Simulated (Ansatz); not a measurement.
# BN: energy over two strains

How does the energy of BN (P6_3mc, No. 186; 4 atoms in the cell) change over two coordinates at once? A grid of runs gives the map.

Program: Ansatz 0.2.0. Level of theory: DFT LDA, scalar-relativistic, plane waves, PAW. These are calculated values, not measurements.

19 further runs of the same task are left out: 19 set aside as unsound or not needed.

### 1 Starting point

The structure is hexagonal, space group P6_3mc (No. 186). The conventional cell has a = 2.523 Å, b = 2.523 Å, c = 4.175 Å, α = 90.00°, β = 90.00°, γ = 120.00°. B (site symmetry 3m) has 4 N at 1.55 to 1.56 Å as nearest neighbours. N (site symmetry 3m) is surrounded by 4 B at 1.55 to 1.56 Å.

As a file:

```xyz
4
Lattice="2.5233 0.0000 0.0000 -1.2617 2.1853 0.0000 0.0000 0.0000 4.1752" Properties=species:S:1:pos:R:3 pbc="T T T"
B     1.2617    0.7284    4.1740
B     0.0000    1.4568    2.0864
N     1.2617    0.7284    2.6107
N     0.0000    1.4568    0.5231
```

It goes back to an entry of the Materials Project, which need not be the stable form.

This cell was relaxed beforehand with the same method: volume 5.76 Å³/atom, gap on the mesh 4.93 eV.

### 2 Plan of the scan

The energy is mapped over two homogeneous strains (x along [1 0 0], y along [1 2 0], z along [0 0 1] of the conventional cell).

First coordinate, strain +e along x and -e along y: 7 values from −7.00 %. Second coordinate, strain +e along z and -e/2 along x and y: 7 values from −4.00 %.

Relaxed at each point: the atoms inside the fixed cell. Energies count from the relaxed crystal. Points are written as (first, second).

Of the runs on the grid, 8 are shown in the steps below; the others differ only in the two coordinates.

### 3 The run at (−7.00 %, −1.33 %)

Contents of input.yaml:

```yaml
crystal:
  lattice:
    - [2.3634746353, 0.0, 0.0]
    - [-1.1817373177, 2.352766267, 0.0]
    - [0.0, 0.0, 4.1196846764]
  atoms:
    - { symbol: B, position: [0.6666666667, 0.3333333333, 0.999708731] }
    - { symbol: B, position: [0.3333333333, 0.6666666667, 0.499708731] }
    - { symbol: "N", position: [0.6666666667, 0.3333333333, 0.625291269] }
    - { symbol: "N", position: [0.3333333333, 0.6666666667, 0.125291269] }
basis:
  ecutwfc: 520.0
kpoints:
  mp_grid: { grid: [12, 12, 6] }
hamiltonian:
  xc: lda
  pseudopotentials: { kind: paw }
scf:
  occupations: { method: gaussian, width: 0.05 }
output:
  forces: true
  stress: true
  eigenvalues: true
relax:
  adjacent_minimum: "off"
  f_tol: 0.01
  max_steps: 30
```

On the command line:

```
$ ansatz run input.yaml --threads 1 --pin off --max-ram 2048MiB --backend cpu --events-out ev --progress --plain --runs-dir out
```

Standard output (excerpt; [...] marks lines left out):

```text
Warning: output.stress: scf.convergence.dr2_threshold = 1e-7 eV (the SCF's general default) is looser than the 4e-10 eV advised for a printed stress (1e-10 eV for each atom of the cell: 4). What an SCF threshold leaves in a stress goes as its square root, and in the free energy as the [...]
Warning: RAYON_NUM_THREADS=1 ignored (pool sized by the plan → 1); use --threads N
[...]
Pseudopotentials: kind: paw
Pseudopotential: B, paw, valence charge 3, recommended cutoff 420 eV (normal), B.paw.azcp
Pseudopotential: N, paw, valence charge 5, recommended cutoff 420 eV (normal), N.paw.azcp
Functional definition: SPW92
[...]
Crystal: 4 atoms, lattice volume = 22.908 Å³
Basis set: ecut = 520 eV, 607 PW (Γ)
Bands: 12, of which v1, the nominal top of the filled ones, is band 8 counted from 1 (7 counted from 0)
Symmetry: 4 space group operations
Space group: Cmc21 (ITA 36), of the structure as read, at distance tolerance 2.8e-5 Å
k-points: 172 of 864 (time reversal used)
[...]
SCF iter   1: F=—  HF=-1052.263213 eV  |F-HF|=—  |Δ(HF+E_count)|=         —  Δρ=1.06e-2  dr2=1.92e-2  ethr=1.77e-3  ⟨swp⟩=5.8  Hψ=11396  notcnv=0
[...]
relax step   1: F+E_penalty+E_count = -1052.25694331 eV  Δ(F+E_penalty+E_count) = +0.000e0 eV  max|allowed force component| = 3.469e-1 eV/Å  Δτ_max = 0.0000 Å  (6 SCF iters, dr2 threshold 2.50e-6 eV, accepted)
[...]
relax step   4: F+E_penalty+E_count = -1052.26381009 eV  Δ(F+E_penalty+E_count) = -1.284e-4 eV  max|allowed force component| = 7.291e-4 eV/Å  Δτ_max = 0.0021 Å  (4 SCF iters, dr2 threshold 1.89e-7 eV, accepted)
[...]
relax step   5: F+E_penalty+E_count = -1052.26381009 eV  Δ(F+E_penalty+E_count) = -3.053e-9 eV  max|allowed force component| = 7.357e-4 eV/Å  Δτ_max = 0.0000 Å  (2 SCF iters, accepted)
SCF converged after 2 iterations
Free energy (F): -1052.263810 eV
[...]
E sigma→0 (E₀):  -1052.263810 eV
Fermi energy:    14.452796 eV
[...]
--- Forces (eV/Å), atoms counted from 1 ---
  atom   1  B     -0.00000000     0.00046138    -0.00073598
  atom   2  B      0.00000000    -0.00046138    -0.00073598
  atom   3  N     -0.00000000     0.00036899     0.00073543
  atom   4  N      0.00000000    -0.00036899     0.00073543
[...]
--- Stress (GPa, compression-positive) ---
       63.954561       0.000000       0.000000
        0.000000     -58.982279       0.000000
        0.000000       0.000000      13.439662
  P = ⅓ Tr σ = 6.1373 GPa (61.373 kbar)
--- Band table (eV; the first three rows and the last of 172) ---
  k-point 0: bands = ["-9.0413", "-4.5463", "0.3806", "8.3883", "10.1195", "10.9859", "11.2967", "12.3248", "17.2326", "20.2735", "21.0106", "21.1046"]
[...]
--- Relaxed structure (5 steps of the walk, 5 accepted, 0 SCFs on fresh bases) ---
  F+E_penalty+E_count = -1052.26381009 eV   max|allowed force component| = 7.357e-4 eV/Å
  atoms:
    - { symbol: B, position: [0.6684509560284977, 0.3369019120569955, 0.999372868727488] }
    - { symbol: B, position: [0.3315490439715023, 0.6630980879430047, 0.49937286872748793] }
    - { symbol: N, position: [0.6624555866768618, 0.3249111733537236, 0.6256271312725121] }
    - { symbol: N, position: [0.3375444133231382, 0.6750888266462765, 0.12562713127251215] }
```

Run time: 52 s. Hardware: 1 thread of Arm Neoverse N1, shared host; peak memory 0.35 GiB.

Relaxation path:

```csv
step,E - E(step 1) (eV/cell),largest force component (eV/Å)
1,0.0000,0.3469
2,-0.0054,0.1746
3,-0.0067,0.0490
4,-0.0069,0.0007
5,-0.0069,0.0007
```

Step 1 is the start.

Energy on the map's scale: 155 meV/atom.

### 4 The run at (−7.00 %, 4.00 %)

Edit input.yaml of step 3 so:

```diff
@@ -2,5 +2,5 @@
   lattice:
-    - [2.3634746353, 0.0, 0.0]
-    - [-1.1817373177, 2.352766267, 0.0]
-    - [0.0, 0.0, 4.1196846764]
+    - [2.2962279594, 0.0, 0.0]
+    - [-1.1481139797, 2.2945289373, 0.0]
+    - [0.0, 0.0, 4.3422236379]
   atoms:
```

On the command line:

```
$ ansatz run input.yaml --threads 1 --pin off --max-ram 2048MiB --backend cpu --events-out ev --progress --plain --runs-dir out
```

Standard output:

```text
Warning: output.stress: scf.convergence.dr2_threshold = 1e-7 eV (the SCF's general default) is looser than the 4e-10 eV advised for a printed stress (1e-10 eV for each atom of the cell: 4). What an SCF threshold leaves in a stress goes as its square root, and in the free energy as the threshold itself, and one threshold admits the most on a small cell: of the crystals measured, under no hybrid functional and no lock of the moments, on runs that ended without the residual-converged pass, on stresses that held no estimate of that error, the worst erred by over 100 MPa in a component at 1e-7 eV an atom and by under 5 at 1e-10. Every solve of this run answers to scf.convergence.dr2_threshold, and the tensor of one is reported: a single SCF on the reported geometry and on this run's grids (its basis.xc_grid and basis.ecutrho_ratio typed), with scf.convergence.dr2_threshold at 4e-10 eV or tighter, prints it and tightens no other solve. Else set scf.convergence.dr2_threshold to 4e-10 eV or tighter. The threshold is an SCF's pass mark: one that does not reach it within its budget of iterations ends unconverged, or closes short of it on a stop that the run arms, and scf.convergence.dr2_threshold's page says what that costs each kind of run
Warning: RAYON_NUM_THREADS=1 ignored (pool sized by the plan → 1); use --threads N
Engine: ansatz 0.2.0, aarch64-unknown-linux-gnu
[... 4 set-up lines as earlier in the session ...]
  exchange = slater_x
  correlation = pw_c
Crystal: 4 atoms, lattice volume = 22.878 Å³
Basis set: ecut = 520 eV, 625 PW (Γ)
Bands: 12, of which v1, the nominal top of the filled ones, is band 8 counted from 1 (7 counted from 0)
[... 2 set-up lines as earlier in the session ...]
k-points: 172 of 864 (time reversal used)
Non-local potential: B, projectors of the file, l = 0: 2, l = 1: 2, l = 2: 1
Non-local potential: N, projectors of the file, l = 0: 2, l = 1: 2, l = 2: 1
PAW form: soft (Blöchl's): semilocal exchange-correlation on the pseudo side does not see the compensation charge
PAW frozen core: B, regenerated for the run's functional, and the local potential with it (the file was generated under x = pbe(κ = 0.804, μ = 0.2195149727645171), c = pbe(β = 0.06672455060314922))
PAW frozen core: N, regenerated for the run's functional, and the local potential with it (the file was generated under x = pbe(κ = 0.804, μ = 0.2195149727645171), c = pbe(β = 0.06672455060314922))
PAW one-centre angular grid: B, 110 points (default); XC on 64 Gauss nodes
PAW one-centre angular grid: N, 110 points (default); XC on 64 Gauss nodes
Initial density: superposition of atomic densities (neutral atoms: chi_scale 0, normalization atom), corrected by the library's trained network
Initial wavefunctions: pseudopotential atomic-orbital guess
Functional: x = slater, c = lda
SCF iter   1: F=—  HF=-1051.994846 eV  |F-HF|=—  |Δ(HF+E_count)|=         —  Δρ=1.13e-2  dr2=2.07e-2  ethr=1.77e-3  ⟨swp⟩=5.9  Hψ=11492  notcnv=0
preconditioner: auto → none  [insulator: Δε(μ)=3.850 eV  Ē_g=17.424 eV  σ=0.050 eV  W_gap=1.00  n_scr=2 (ndim 8)  ℏωp=31.1 eV  f_vac=0.000  D(μ)=0.00/eV (n_scr^D=0)  ε∞_Penn≈4.2]
SCF iter   2: F=—  HF=-1051.988727 eV  |F-HF|=—  |Δ(HF+E_count)|=   6.12e-3  Δρ=4.49e-3  dr2=1.84e-3  ethr=1.30e-4  ⟨swp⟩=3.0  Hψ=5289  notcnv=0
SCF iter   3: F=—  HF=-1051.988122 eV  |F-HF|=—  |Δ(HF+E_count)|=   6.05e-4  Δρ=1.91e-3  dr2=2.61e-4  ethr=1.15e-5  ⟨swp⟩=2.2  Hψ=3203  notcnv=0
SCF iter   4: F=—  HF=-1051.988026 eV  |F-HF|=—  |Δ(HF+E_count)|=   9.63e-5  Δρ=3.51e-4  dr2=8.19e-6  ethr=1.63e-6  ⟨swp⟩=1.0  Hψ=2064  notcnv=0
iter 5 did not close the SCF: its close was put off for the readings that it lacked (scf_convergence_deferred on its scf_iter line)
SCF iter   5: F=-1051.988024 eV  HF=-1051.988024 eV  |F-HF|=1.24e-8  |Δ(HF+E_count)|=   2.20e-6  Δρ=2.68e-5  dr2=5.09e-8  ethr=5.12e-8  ⟨swp⟩=2.2  Hψ=3434  notcnv=0
SCF iter   6: F=-1051.988024 eV  HF=-1051.988024 eV  |F-HF|=2.75e-10  |Δ(HF+E_count)|=   6.04e-9  Δρ=2.96e-6  dr2=6.14e-10  ethr=3.18e-10  ⟨swp⟩=1.1  Hψ=6257  notcnv=0
SCF 1 converged in 6 iterations: F = -1051.988024 eV  dr2 = 6.14e-10
relax step   1: F+E_penalty+E_count = -1051.98802403 eV  Δ(F+E_penalty+E_count) = +0.000e0 eV  max|allowed force component| = 5.766e-1 eV/Å  Δτ_max = 0.0000 Å  (6 SCF iters, dr2 threshold 2.50e-6 eV, accepted)
Initial density: handed on by an earlier stage of this run
Initial wavefunctions: those handed on with the density
iter 1 solved again at ethr=1.40e-5 eV; its pass at ethr=3.10e-3 eV (dr2=2.24e-3 eV) is discarded
SCF iter   1: F=—  HF=-1051.997266 eV  |F-HF|=—  |Δ(HF+E_count)|=         —  Δρ=4.21e-3  dr2=2.24e-3  ethr=1.40e-5  ⟨swp⟩=1.0  Hψ=8949  notcnv=0
preconditioner: auto → none  [insulator: Δε(μ)=3.904 eV  Ē_g=17.471 eV  σ=0.050 eV  W_gap=1.00  n_scr=2 (ndim 8)  ℏωp=31.1 eV  f_vac=0.000  D(μ)=0.00/eV (n_scr^D=0)  ε∞_Penn≈4.2]
SCF iter   2: F=—  HF=-1051.996477 eV  |F-HF|=—  |Δ(HF+E_count)|=   7.89e-4  Δρ=1.69e-3  dr2=2.55e-4  ethr=1.40e-5  ⟨swp⟩=2.4  Hψ=3351  notcnv=0
SCF iter   3: F=—  HF=-1051.996419 eV  |F-HF|=—  |Δ(HF+E_count)|=   5.80e-5  Δρ=4.90e-4  dr2=2.72e-5  ethr=1.59e-6  ⟨swp⟩=2.8  Hψ=3602  notcnv=0
SCF iter   4: F=—  HF=-1051.996412 eV  |F-HF|=—  |Δ(HF+E_count)|=   6.40e-6  Δρ=1.53e-4  dr2=1.75e-6  ethr=1.30e-7  ⟨swp⟩=6.0  Hψ=10605  notcnv=0
SCF iter   5: F=-1051.996412 eV  HF=-1051.996412 eV  |F-HF|=4.81e-10  |Δ(HF+E_count)|=   1.80e-7  Δρ=2.08e-5  dr2=2.61e-8  ethr=1.10e-8  ⟨swp⟩=4.0  Hψ=7843  notcnv=0
SCF 2 converged in 5 iterations: F = -1051.996412 eV  dr2 = 2.61e-8
relax step   2: F+E_penalty+E_count = -1051.99641218 eV  Δ(F+E_penalty+E_count) = -8.388e-3 eV  max|allowed force component| = 3.315e-1 eV/Å  Δτ_max = 0.0140 Å  (5 SCF iters, dr2 threshold 2.08e-5 eV, accepted)
SCF iter   1: F=—  HF=-1052.002973 eV  |F-HF|=—  |Δ(HF+E_count)|=         —  Δρ=3.87e-3  dr2=2.33e-3  ethr=6.80e-5  ⟨swp⟩=3.2  Hψ=7525  notcnv=0
preconditioner: auto → none  [insulator: Δε(μ)=3.723 eV  Ē_g=17.462 eV  σ=0.050 eV  W_gap=1.00  n_scr=2 (ndim 8)  ℏωp=31.1 eV  f_vac=0.000  D(μ)=0.00/eV (n_scr^D=0)  ε∞_Penn≈4.2]
SCF iter   2: F=—  HF=-1052.002001 eV  |F-HF|=—  |Δ(HF+E_count)|=   9.72e-4  Δρ=1.34e-3  dr2=2.01e-4  ethr=1.46e-5  ⟨swp⟩=2.0  Hψ=4444  notcnv=0
SCF iter   3: F=—  HF=-1052.001931 eV  |F-HF|=—  |Δ(HF+E_count)|=   7.00e-5  Δρ=2.64e-4  dr2=5.18e-6  ethr=4.29e-8  ⟨swp⟩=4.4  Hψ=12015  notcnv=0
SCF iter   4: F=—  HF=-1052.001931 eV  |F-HF|=—  |Δ(HF+E_count)|=   1.08e-7  Δρ=1.15e-4  dr2=2.19e-6  ethr=3.24e-8  ⟨swp⟩=5.0  Hψ=9528  notcnv=0
SCF iter   5: F=-1052.001931 eV  HF=-1052.001931 eV  |F-HF|=8.63e-10  |Δ(HF+E_count)|=   6.83e-7  Δρ=1.02e-5  dr2=7.50e-9  ethr=1.37e-8  ⟨swp⟩=5.0  Hψ=8991  notcnv=0
SCF 3 converged in 5 iterations: F = -1052.001931 eV  dr2 = 7.50e-9
relax step   3: F+E_penalty+E_count = -1052.00193054 eV  Δ(F+E_penalty+E_count) = -5.518e-3 eV  max|allowed force component| = 3.657e-2 eV/Å  Δτ_max = 0.0092 Å  (5 SCF iters, dr2 threshold 6.87e-6 eV, accepted)
SCF iter   1: F=—  HF=-1052.001993 eV  |F-HF|=—  |Δ(HF+E_count)|=         —  Δρ=3.54e-4  dr2=1.47e-5  ethr=3.28e-6  ⟨swp⟩=2.2  Hψ=6156  notcnv=0
preconditioner: auto → none  [insulator: Δε(μ)=3.724 eV  Ē_g=17.466 eV  σ=0.050 eV  W_gap=1.00  n_scr=2 (ndim 8)  ℏωp=31.1 eV  f_vac=0.000  D(μ)=0.00/eV (n_scr^D=0)  ε∞_Penn≈4.2]
SCF iter   2: F=—  HF=-1052.001988 eV  |F-HF|=—  |Δ(HF+E_count)|=   5.06e-6  Δρ=1.44e-4  dr2=1.82e-6  ethr=9.19e-8  ⟨swp⟩=2.0  Hψ=4247  notcnv=0
SCF iter   3: F=—  HF=-1052.001988 eV  |F-HF|=—  |Δ(HF+E_count)|=   4.44e-7  Δρ=4.77e-5  dr2=3.05e-7  ethr=1.14e-8  ⟨swp⟩=2.3  Hψ=3316  notcnv=0
SCF iter   4: F=-1052.001988 eV  HF=-1052.001988 eV  |F-HF|=1.12e-10  |Δ(HF+E_count)|=   7.95e-8  Δρ=1.01e-5  dr2=6.81e-9  ethr=6.25e-10  ⟨swp⟩=4.7  Hψ=8317  notcnv=0
SCF 4 converged in 4 iterations: F = -1052.001988 eV  dr2 = 6.81e-9
relax step   4: F+E_penalty+E_count = -1052.00198754 eV  Δ(F+E_penalty+E_count) = -5.700e-5 eV  max|allowed force component| = 1.074e-3 eV/Å  Δτ_max = 0.0016 Å  (4 SCF iters, accepted)
SCF converged after 4 iterations
Free energy (F): -1052.001988 eV
Harris-Foulkes:  -1052.001988 eV  (|F-HF|=1.12e-10)
Internal energy: -1052.001988 eV  (E = F + TS)
E sigma→0 (E₀):  -1052.001988 eV
Fermi energy:    14.536427 eV
--- Per-component energies (eV) ---
  E_band       = 56.414699
  E_kinetic    = 374.677819
  E_local      = -350.692654  (includes V_loc(G=0)·N_el)
  E_nonlocal   = 118.292999
  E_hartree    = 97.484820
  E_xc         = -186.056773
  E_vxc        = -232.298216  (∫ρ·V_xc dr)
  E_paw        = -383.267643  (= ΣΔE_a)
  E_vpaw       = -48.534392  (= ΣTr[D̂ρ^β])
  E_aug_tail   = 0.000015  (compensation charges beyond the density's cutoff)
  E_ewald      = -722.692327
  E_core_change = 0.251757  (= ΣΔE_core)
  E_smearing   = -0.000000  (= −TS)
  E_closure    = 0.000000  (closes the sum)
  Σ components = -1052.001988   (vs F -1052.001988, Δ=0.00e0)
--- Forces (eV/Å), atoms counted from 1 ---
  atom   1  B      0.00000000    -0.00012221     0.00107320
  atom   2  B      0.00000000     0.00012221     0.00107320
  atom   3  N      0.00000000     0.00077643    -0.00107577
  atom   4  N      0.00000000    -0.00077643    -0.00107577
  max |Σ_I F_I| component: 5.13e-6 eV/Å
--- Stress (GPa, compression-positive) ---
      100.132275       0.000000       0.000000
        0.000000     -38.603895       0.000000
        0.000000       0.000000     -38.545500
  P = ⅓ Tr σ = 7.6610 GPa (76.610 kbar)
--- Band table (eV; the first three rows and the last of 172) ---
  k-point 0: bands = ["-9.0386", "-5.2446", "0.2171", "8.8708", "10.9365", "11.0367", "11.0453", "12.6732", "18.1560", "18.3622", "20.8916", "22.0002"]
  k-point 1: bands = ["-8.8838", "-5.7432", "1.0051", "8.9012", "10.0674", "10.7738", "11.1305", "12.5429", "18.3100", "19.1690", "20.7585", "22.1764"]
  k-point 2: bands = ["-8.4256", "-6.7315", "2.8452", "7.5838", "9.4552", "10.3612", "11.3958", "12.2059", "18.7287", "19.8275", "21.2971", "22.6630"]
  k-point 171: bands = ["-3.5021", "-3.5021", "2.7161", "2.7161", "5.2520", "5.2520", "8.2198", "8.2198", "19.6178", "19.6178", "22.1302", "22.1302"]
--- Relaxed structure (4 steps of the walk, 4 accepted, 0 SCFs on fresh bases) ---
  F+E_penalty+E_count = -1052.00198754 eV   max|allowed force component| = 1.074e-3 eV/Å
  atoms:
    - { symbol: B, position: [0.6666416848234216, 0.3332833696468431, 0.9992108192685988] }
    - { symbol: B, position: [0.3333583151765783, 0.6667166303531568, 0.499210819268599] }
    - { symbol: N, position: [0.6616887860919647, 0.3233775721839293, 0.6257891807314009] }
    - { symbol: N, position: [0.33831121390803526, 0.6766224278160706, 0.12578918073140094] }
```

It took 51 s on 1 thread of Arm Neoverse N1, shared host; peak memory 0.35 GiB.

Relaxation path:

```csv
step,E - E(step 1) (eV/cell),largest force component (eV/Å)
1,0.0000,0.5766
2,-0.0084,0.3315
3,-0.0139,0.0366
4,-0.0140,0.0011
```

Step 1 is the start.

On the map this point reads 220 meV/atom.

### 5 Grid point (7.00 %, 4.00 %)

Edit input.yaml of step 4 so:

```diff
@@ -2,4 +2,4 @@
   lattice:
-    - [2.2962279594, 0.0, 0.0]
-    - [-1.1481139797, 2.2945289373, 0.0]
+    - [2.6494937993, 0.0, 0.0]
+    - [-1.3247468997, 1.9885917457, 0.0]
     - [0.0, 0.0, 4.3422236379]
```

On the command line:

```
$ ansatz run input.yaml --threads 1 --pin off --max-ram 2048MiB --backend cpu --events-out ev --progress --plain --runs-dir out
```

Standard output (excerpt; [...] marks lines left out):

```text
[...]
relax step   5: F+E_penalty+E_count = -1052.08219508 eV  Δ(F+E_penalty+E_count) = -8.263e-10 eV  max|allowed force component| = 9.933e-3 eV/Å  Δτ_max = 0.0000 Å  (2 SCF iters, accepted)
SCF converged after 2 iterations
Free energy (F): -1052.082195 eV
[...]
E sigma→0 (E₀):  -1052.082195 eV
Fermi energy:    14.351491 eV
[...]
--- Forces (eV/Å), atoms counted from 1 ---
  atom   1  B     -0.00000000     0.00276798    -0.00993162
  atom   2  B      0.00000000    -0.00276798    -0.00993162
  atom   3  N     -0.00000000     0.00107779     0.00993362
  atom   4  N      0.00000000    -0.00107779     0.00993362
[...]
--- Stress (GPa, compression-positive) ---
      -28.397858      -0.000000       0.000000
       -0.000000      86.680849       0.000000
        0.000000       0.000000     -38.645554
  P = ⅓ Tr σ = 6.5458 GPa (65.458 kbar)
--- Band table (eV; the first three rows and the last of 172) ---
  k-point 0: bands = ["-9.0208", "-5.2200", "0.2370", "9.3598", "10.3154", "11.2473", "11.2748", "12.2848", "18.3803", "19.8442", "19.8739", "22.0357"]
[...]
--- Relaxed structure (5 steps of the walk, 5 accepted, 0 SCFs on fresh bases) ---
  F+E_penalty+E_count = -1052.08219508 eV   max|allowed force component| = 9.933e-3 eV/Å
  atoms:
    - { symbol: B, position: [0.6684456801911671, 0.33689136038233447, 0.9993711468554156] }
    - { symbol: B, position: [0.3315543198088327, 0.6631086396176655, 0.49937114685541556] }
    - { symbol: N, position: [0.6751713146751767, 0.3503426293503534, 0.6256288531445846] }
    - { symbol: N, position: [0.32482868532482334, 0.6496573706496468, 0.1256288531445846] }
```

Wall time 57 s (1 thread of Arm Neoverse N1, shared host); peak memory 0.35 GiB.

Energy on the map's scale: 200 meV/atom.

### 6 Point (−7.00 %, −2.67 %)

Edit input.yaml of step 5 so:

```diff
@@ -2,5 +2,5 @@
   lattice:
-    - [2.6494937993, 0.0, 0.0]
-    - [-1.3247468997, 1.9885917457, 0.0]
-    - [0.0, 0.0, 4.3422236379]
+    - [2.3803809291, 0.0, 0.0]
+    - [-1.1901904646, 2.3674075469, 0.0]
+    - [0.0, 0.0, 4.0637367949]
   atoms:
```

On the command line:

```
$ ansatz run input.yaml --threads 1 --pin off --max-ram 2048MiB --backend cpu --events-out ev --progress --plain --runs-dir out
```

Standard output (excerpt; [...] marks lines left out):

```text
[...]
relax step   5: F+E_penalty+E_count = -1052.22971557 eV  Δ(F+E_penalty+E_count) = -4.936e-9 eV  max|allowed force component| = 5.405e-3 eV/Å  Δτ_max = 0.0000 Å  (2 SCF iters, accepted)
SCF converged after 2 iterations
Free energy (F): -1052.229716 eV
[...]
E sigma→0 (E₀):  -1052.229716 eV
Fermi energy:    14.469509 eV
[...]
--- Forces (eV/Å), atoms counted from 1 ---
  atom   1  B     -0.00000000     0.00540525     0.00163995
  atom   2  B      0.00000000    -0.00540525     0.00163995
  atom   3  N     -0.00000000     0.00344981    -0.00163901
  atom   4  N      0.00000000    -0.00344981    -0.00163901
[...]
--- Stress (GPa, compression-positive) ---
       55.807862       0.000000       0.000000
        0.000000     -63.254325       0.000000
        0.000000       0.000000      28.450393
  P = ⅓ Tr σ = 7.0013 GPa (70.013 kbar)
--- Band table (eV; the first three rows and the last of 172) ---
  k-point 0: bands = ["-9.0451", "-4.3636", "0.4485", "8.2635", "9.8958", "11.0020", "11.3635", "12.2554", "17.0225", "20.2058", "20.9080", "21.6216"]
[...]
--- Relaxed structure (5 steps of the walk, 5 accepted, 0 SCFs on fresh bases) ---
  F+E_penalty+E_count = -1052.22971557 eV   max|allowed force component| = 5.405e-3 eV/Å
  atoms:
    - { symbol: B, position: [0.6688805892093856, 0.33776117841877135, 0.9998375101953659] }
    - { symbol: B, position: [0.33111941079061424, 0.6622388215812286, 0.49983751019536576] }
    - { symbol: N, position: [0.6625776153879712, 0.32515523077594227, 0.6251624898046342] }
    - { symbol: N, position: [0.33742238461202884, 0.6748447692240578, 0.12516248980463412] }
```

It took 52 s on 1 thread of Arm Neoverse N1, shared host; peak memory 0.35 GiB.

On the map this point reads 163 meV/atom.

(Part 1 of 2 ends here.)
